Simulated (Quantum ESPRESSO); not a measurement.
Sn under changes of volume

One of the cells (33.803 Å³/atom); the others are scaled copies at fixed shape and fractional positions:

```
Sn
1.0
     0.00000    3.23334    3.23334
     3.23334    0.00000    3.23334
     3.23334    3.23334    0.00000
Sn
2
Direct
  0.75000 0.75000 0.75000
  0.50000 0.50000 0.50000
```

This isn't the form of Sn at room conditions, which is tetragonal (white tin).

* Program: Quantum ESPRESSO 7.5
* Functional: EV93
* Potentials or basis: PseudoDojo 0.4.1 SR PBE standard
* Cutoff: 980 eV
* Density cutoff: 3918 eV
* k mesh: 7 × 7 × 7
* Occupations: fermi-dirac, width 0.05 eV
* Spin: no spin polarisation

```csv
volume (Å³/atom),energy over the lowest point (meV/atom),pressure (GPa)
31.775,364.40,19.2
32.451,287.35,17.4
33.127,217.55,15.7
33.803,154.49,14.2
34.479,?,?
35.155,46.24,11.5
35.831,0.00,10.4
```

What does the run at 34.479 Å³/atom give?

Energy over the lowest point 97.57 meV/atom; pressure 12.8 GPa.

Worked out: A Birch-Murnaghan fit of order 3 (a polynomial in V^(-2/3)) to the other rows has no minimum within the range. It gives 97.56 meV/atom at 34.479 Å³/atom, against the run's 97.57, and -dE/dV = 12.8 GPa, against 12.8.

Energies are extrapolated to zero smearing.

Caveats: the potentials were made for another functional, which shifts forces and pressure; the potentials were made for a functional far from this one.
